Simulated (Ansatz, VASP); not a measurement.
# One calculation of SnTe, two programs

```
Te Sn
1.0
     0.00000    3.15085    3.15085
     3.15085    0.00000    3.15085
     3.15085    3.15085    0.00000
Te Sn
1 1
Direct
  0.50000 0.50000 0.50000
  0.00000 0.00000 0.00000
```

Alike in both runs: functional LDA; k mesh 7 × 7 × 7; occupations fermi-dirac, width 0.05 eV; no spin polarisation.

|  | VASP | Ansatz |
| --- | --- | --- |
| version | VASP 6.6.1 | Ansatz 0.2.0 |
| potentials or method | VASP PAW LDA potentials, release 64 (Te, Sn_d) | Ansatz PAW |
| plane-wave cutoff (eV) | 520 | 420 |
| valence electrons in the cell | 20 | 30 |
| task | single point | band structure |

```tsv
	VASP	Ansatz	Ansatz less VASP
gap on the k mesh at the Fermi level (eV)	0.66	0.66	+0.002
least direct gap on the mesh (eV)	0.66	0.66	+0.002
pressure (GPa)	-1.5	-1.6	-0.03
```

The two sets of potentials don't hold the same shells in valence.

Caveats: spin-orbit coupling is left out, which moves the levels of the heavy elements (Ansatz); the PAW data sets come from PBE, with cores solved anew for the run's functional, which leaves a small shift of forces and pressure (Ansatz). The runs have no spin-orbit coupling, so splittings on Te are missing.
